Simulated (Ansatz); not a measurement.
**MnS in Ansatz: the effect of functional**

Crystal: MnS.

```xyz
2
Lattice="0.0000 2.6045 2.6045 2.6045 0.0000 2.6045 2.6045 2.6045 0.0000" Properties=species:S:1:pos:R:3 pbc="T T T"
Mn    0.0000    0.0000    0.0000
S     2.6045    2.6045    2.6045
```

Alike in all runs:

* Program: Ansatz 0.2.0
* Task: band structure
* Potentials or basis: Ansatz PAW
* k mesh: 7 × 7 × 7
* Occupations: fermi-dirac, width 0.05 eV
* Spin: collinear spin, ferromagnetic start
* Starting moments: [4.0, 0.0] μB

```tsv
functional	cutoff	pressure (GPa)	moment (μB)
LDA	420 eV (not typed: the program's choice for these potentials)	-11.6	4.58
r2SCAN	500 eV (not typed: the program's choice for these potentials)	?	?
PBE	420 eV (not typed: the program's choice for these potentials)	-3.2	4.69
```

Task: What does the run with functional r2SCAN give?

Result: Pressure 0.3 GPa; moment 4.97 μB.

Caveats: a cell with one magnetic atom can't hold antiferromagnetic order, which such compounds often take; the PAW data sets come from PBE, with cores solved anew for the run's functional, which leaves a small shift of forces and pressure (some runs); the magnetic or orbital state may not be the lowest (some runs).
